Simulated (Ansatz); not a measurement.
Ionic part of the dielectric constant of BN at 22 GPa, mode by mode

Computed with Ansatz, DFT PBE+D3(BJ), scalar-relativistic, plane waves, PAW. Plane waves to 420 eV; Γ-centred k mesh 12×12×12; fixed occupations. No spin polarisation. Phonons by linear response, acoustic sum rule imposed.

Symmetry: Fmm2, No. 42, orthorhombic system. The conventional cell has a = 2.477 Å, b = 5.352 Å, c = 4.254 Å, α = 90.00°, β = 90.00°, γ = 90.00°. B (site symmetry mm2) is surrounded by 3 N at 1.42 Å. N (site symmetry mm2) is surrounded by 3 B at 1.42 Å.

The primitive cell has V = 14.10 Å³ and ε∞,xx = 5.451. Each polar mode adds Δε = (4.92064×10⁷/V)·S/ν² along x, with S its oscillator strength in e²/amu, ν in cm⁻¹ and V in Å³.

**Question.** From these modes, find each Δε and ε0,xx.
| ν (cm⁻¹) | S_xx (e²/amu) |
| --- | --- |
| 1442.7 | 1.17 |

**Answer.**
| ν (cm⁻¹) | Δε |
| --- | --- |
| 1442.7 | 1.96 |

The sum is 1.962, so ε0,xx = 7.41; the run's tensor has 7.41.

**Question.** Where do the longitudinal modes lie for a wave vector along x?

**Answer.** At 1682 cm⁻¹. The Lyddane–Sachs–Teller product Π(ν_LO/ν_TO)² = 1.36 matches ε0/ε∞ = 1.36.

This form isn't the usual stable structure of the compound at low pressure.